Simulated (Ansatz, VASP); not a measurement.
This is a calculation of AlFe for VASP 6.6.1.

The input INCAR:

```
SYSTEM = AlFe
ALGO = Fast
EDIFF = 1E-6
ENCUT = 520
GGA = PS
ISIF = 2
ISMEAR = -1
ISPIN = 2
LASPH = .TRUE.
LCHARG = .FALSE.
LMAXMIX = 4
LORBIT = 11
LREAL = .FALSE.
LWAVE = .FALSE.
MAGMOM = -0.72 0
NBANDS = 16
NELM = 150
PREC = Accurate
SIGMA = 0.05
```

KPOINTS

```
k-points
0
G
  9 9 9
  0 0 0
```

File POSCAR:

```
AlFe
1.0
    2.9100000000      0.0000000000      0.0000000000
    0.0000000000      2.9100000000      0.0000000000
    0.0000000000      0.0000000000      2.9100000000
Fe Al
1 1
Direct
    0.5000000000      0.5000000000      0.5000000000
    0.0000000000      0.0000000000      0.0000000000
```

Potentials or basis: VASP PAW PBE potentials, release 64 (Fe, Al).

The run is started by

```console
$ cat potpaw_PBE.64/Fe/POTCAR potpaw_PBE.64/Al/POTCAR > POTCAR
$ mpirun -np 1 vasp_std > vasp.out
```

Set up the same calculation for Ansatz 0.2.0. Potentials there: Ansatz PAW.

As run (the cutoff follows the program's own potentials):

File input.yaml:

```yaml
crystal:
  lattice:
    - [2.91, 0.0, 0.0]
    - [0.0, 2.91, 0.0]
    - [0.0, 0.0, 2.91]
  atoms:
    - { symbol: Fe, position: [0.5, 0.5, 0.5], spin: -0.72 }
    - { symbol: Al, position: [0.0, 0.0, 0.0] }
hamiltonian:
  xc: pbesol
  pseudopotentials: { kind: paw }
magnetization:
  spin_polarized: true
kpoints:
  mp_grid: { grid: [9, 9, 9] }
scf:
  occupations: { method: fermi_dirac, width: 0.05 }
output:
  forces: true
  stress: true
  eigenvalues: true
```

Potentials or basis: Ansatz PAW.

Run with:

```sh
$ ansatz run input.yaml --threads 2 --pin off --max-ram 5632MiB --backend cpu --events-out ev --progress --plain --runs-dir out
```

Both were run:

|  | VASP | Ansatz | Ansatz less VASP |
| --- | --- | --- | --- |
| gap on the k mesh at the Fermi level (eV) | none | none | - |
| pressure (GPa) | -11.0 | -11.2 | -0.19 |
| net moment per atom (μB) | 0.33 | 0.33 | +0.002 |

A gap of «none» marks a metal or a gap that the smearing closes. With one functional, cell and mesh, what is left measures potentials, basis and numerics. The two sets of potentials don't hold the same shells in valence.

Caveats: the PAW data sets were made with another functional, which shifts forces and pressure a little (VASP); the PAW data sets come from PBE, with cores solved anew for the run's functional, which leaves a small shift of forces and pressure (Ansatz).
